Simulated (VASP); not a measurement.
Here is a VASP 6.6.1 calculation.

File INCAR:

```
  PREC = Normal
  ENCUT = 520
  EDIFF = 1E-4
  ISMEAR = 0
  SIGMA = 0.15
  LREAL = F
  LASPH = T
  NELM = 60
  ALGO = Fast
  ISIF = 3
  LWAVE = F
  LCHARG = F
  GGA = PE
  IBRION = 2
  NSW = 24
  EDIFFG = -0.08
  KPAR = 2
```

File KPOINTS:

```
Automatic mesh
0
Gamma
  4 4 4
```

POSCAR

```
GePt
1.0
    5.2500000000      0.0000000000      0.0000000000
   -2.6250000000      4.5466333700      0.0000000000
    0.0000000000      0.0000000000      4.2500000000
Ge Pt
3 3
Direct
    0.3333333300      0.6666666700      0.5000000000
    0.6666666700      0.3333333300      0.5000000000
    0.0000000000      0.0000000000      0.0000000000
    0.5000000000      0.0000000000      0.0000000000
    0.5000000000      0.5000000000      0.0000000000
    0.0000000000      0.5000000000      0.0000000000
```

Potentials or basis: VASP PAW PBE potentials, release 64 (Ge_d, Pt).

The run is started by

```sh
$ cat potpaw_PBE.64/Ge_d/POTCAR potpaw_PBE.64/Pt/POTCAR > POTCAR
$ mpirun -np 2 vasp_std > vasp.out
```

Problem. Estimate the relaxed volume.

Solution. 18.93 Å³/atom.

Problem. What does it give for the band gap on the k mesh?

Solution. None (metal or under the smearing width).

Problem. Predict the space group after relaxing (to 0.05 Å).

Solution. P6/mmm (No. 191).

Problem. Estimate the relaxed cell.

Solution. a = 5.753 Å, b = 5.753 Å, c = 3.963 Å, α = 90.00°, β = 90.00°, γ = 120.00°.

Final structure:
```
Ge Pt
1.0
     5.75315    0.00000    0.00000
    -2.87658    4.98237    0.00000
     0.00000    0.00000    3.96337
Ge Pt
3 3
Direct
  0.33333 0.66667 0.50000
  0.66667 0.33333 0.50000
  0.00000 0.00000 0.00000
  0.50000 0.00000 0.00000
  0.50000 0.50000 0.00000
  0.00000 0.50000 0.00000
```

Caveat: the k mesh is coarse (spacing up to 0.37 Å⁻¹), so the values aren't converged. The run has no spin-orbit coupling, so splittings on Pt are missing.
